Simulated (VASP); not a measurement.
Runs of VASP 6.6.1 on K. The structure is cubic, space group Fm-3m (No. 225). The conventional cell has a = 5.048 Å, b = 5.048 Å, c = 5.048 Å, α = 90.00°, β = 90.00°, γ = 90.00°. K (site symmetry m-3m) has 12 K at 3.57 Å as nearest neighbours. This isn't the form of K at room conditions, which is bcc.

| k mesh | mesh quality | gap on the mesh (eV) | pressure (GPa) |
| --- | --- | --- | --- |
| 5 × 5 × 5 | coarse | none | 13.4 |
| 4 × 4 × 4 | coarse | none | (a) |
| 8 × 8 × 8 | not flagged | none | 13.1 |
| 6 × 6 × 6 | not flagged | none | 13.2 |

Alike in all rows: task single point; level PBE; potentials or basis VASP PAW PBE potentials, release 64 (K_sv); no spin polarisation; cell as given; cutoff (eV) 520; smearing fermi-dirac 0.1 eV.

Q: Fill in the values left out.

A: (a) 12.9.

Caveats: some runs use coarse meshes.

A gap of «none» marks a metal or a gap under the smearing width.
